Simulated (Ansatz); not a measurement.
BaS in the rocksalt structure (r2SCAN geometry), in Ansatz:

```
Ba S
1.0
     0.00000    3.21180    3.21180
     3.21180    0.00000    3.21180
     3.21180    3.21180    0.00000
Ba S
1 1
Direct
  0.00000 0.00000 0.00000
  0.50000 0.50000 0.50000
```

G0W0@PBE with 363 empty bands, a screening cutoff of 180 eV and a 4×4×4 mesh (PAW, contour deformation) gives 3.503 eV over the mesh points, from a PBE gap of 2.226 eV; it sums over 371 bands with 339 plane waves in the screening and a wave cutoff of 420 eV. G0W0 values are finite-basis, finite-mesh values. No spin polarisation and no zero-point or thermal motion.

Task: Estimate the gap with starting point r2SCAN.

Result: 3.734 eV (+0.231 eV), from a Kohn-Sham gap of 2.574 eV.

Task: Estimate the gap with potentials of the kind norm-conserving.

Result: 3.504 eV (+0.001 eV), from a Kohn-Sham gap of 2.229 eV.

Task: Estimate the gap with starting point HSE06.

Result: 3.978 eV (+0.475 eV), from a Kohn-Sham gap of 3.137 eV.

Spin-orbit coupling is left out.
